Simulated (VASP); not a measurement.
Crystal: PbSe.

```
CELL_PARAMETERS angstrom
3.78432 0.00000 0.00000
0.00000 3.78432 0.00000
0.00000 0.00000 3.78432
ATOMIC_POSITIONS crystal
Pb 0.00000 0.00000 0.00000
Se 0.50000 0.50000 0.50000
```

Measurements of this composition are mostly on another form, of space group No. 225.

- Program: VASP 6.6.1
- Task: single point
- Functional: PBE
- Potentials or basis: VASP PAW PBE potentials, release 64 (Pb_d, Se)
- Cutoff: 520 eV
- k mesh: 7 × 7 × 7
- Occupations: fermi-dirac, width 0.05 eV
- Spin: no spin polarisation

On this cell: pressure -0.2 GPa; largest force zero by symmetry; band gap on the k mesh none (metal or under the smearing width).

The same run follows on a disturbed copy (atoms moved at random, drawn with an rms of 0.05 Å):

```xyz
2
Lattice="3.7843 0.0000 0.0000 0.0000 3.7843 0.0000 0.0000 0.0000 3.7843" Properties=species:S:1:pos:R:3 pbc="T T T"
Pb    0.0383   -0.0301   -0.0279
Se    1.9162    1.8688    1.9095
```

What does the disturbed cell give?

The energy (extrapolated to zero smearing) moves by -0.4 meV/atom; pressure -0.1 GPa; largest force 0.037 eV/Å; band gap on the k mesh none (metal or under the smearing width).

Forces on the atoms (eV/Å):
```
Pb   0.011 -0.005 -0.035
Se  -0.011  0.005  0.035
```
